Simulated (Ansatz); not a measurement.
V (Fm-3m): electronic heat capacity and spin susceptibility from the density of states

Method: Ansatz 0.2.0, DFT PBE, scalar-relativistic, plane waves, PAW.

Cutoff 420 eV; k points 18×18×18 on the computed 1-atom cell (Γ-centred); Gaussian smearing, width 0.10 eV; no spin polarisation.

Relaxed cell: Fm-3m, a = 3.817 Å, b = 3.817 Å, c = 3.817 Å, α = 90.00°, β = 90.00°, γ = 90.00°, 1 atom in the primitive cell. This fcc form isn't the element's structure at ambient conditions.

The density of states at the Fermi level is 1.657 states/eV in the cell of 1 atom (1 formula unit; both spins, tetrahedra on a 27×27×27 mesh).

What Sommerfeld coefficient and Pauli susceptibility does this give?

Per formula unit N(E_F) = 1.657 states/eV. γ = (π²/3) k_B² N(E_F) N_A = 2.357 mJ/(mol K²) per state/eV, so γ = 3.9 mJ/(mol K²), a mole of formula units. χ_P = μ_B² N(E_F) N_A = 3.23×10⁻⁵ emu/mol per state/eV gives 5.4×10⁻⁵ emu/mol. This is the bare band result: a measured γ of the same phase is as a rule larger by a factor 1 + λ from phonons and spin fluctuations, the spin part of χ is larger by the Stoner factor, and a measured χ also holds orbital and core terms. N(E_F) at one energy is sensitive to the mesh where the density of states has sharp peaks.

A ferromagnetic start lost its moments in a first run, so spin was left out; other magnetic orders weren't tried.

Cost: 1 run of about 0.14 core-minutes, on Arm Neoverse V1 (shared hosts).